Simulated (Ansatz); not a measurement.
## SiO2: the gap under pressure

SiO2, I-42d, a = 4.949 Å, c = 7.318 Å. This isn't the usual stable structure of the compound. Ansatz: r2SCAN, PAW, 500 eV, Γ-centred 6×6×6 mesh on 6 atoms, Gaussian smearing 0.02 eV; no spin polarisation. Cell and atoms are relaxed at each pressure, and no other structure is tried, so the rows at high pressure may lie past a change of phase. The gap is sought over the whole zone. The pressures are the targets, met within 0.05 GPa.

```
P (GPa) gap y (eV)
   -3.0       5.997
    0.0       6.550
    3.0       6.998
    8.0           ?
   15.0       7.343
   30.0       7.514
   60.0       6.924
```

Q: Fit y = E0 + αP + βP² to the other rows and predict the missing gap.

A: Least squares on the rows shown. y = 6.4962 + 0.070442 P − 0.0010642 P². So α = 70.4 meV/GPa, but the rows at 0 and 3 GPa alone give 149 meV/GPa, so the parabola doesn't give the slope at zero pressure. With a term in P³ added, the coefficient of P becomes 0.1162, 65 % more, which shows how far this figure hangs on the form. At P = 8.0 the fit asked for gives 6.992 eV. The run gave 7.264 eV, so the fit is 0.272 eV too low, within twice the rms miss on the fitted rows (0.179 eV): the form describes this series only roughly.

The mesh isn't the same in all rows (6×6×6, 8×8×8, 10×10×10). Semilocal functionals give gaps under the measured ones; changes of the gap mostly carry over better.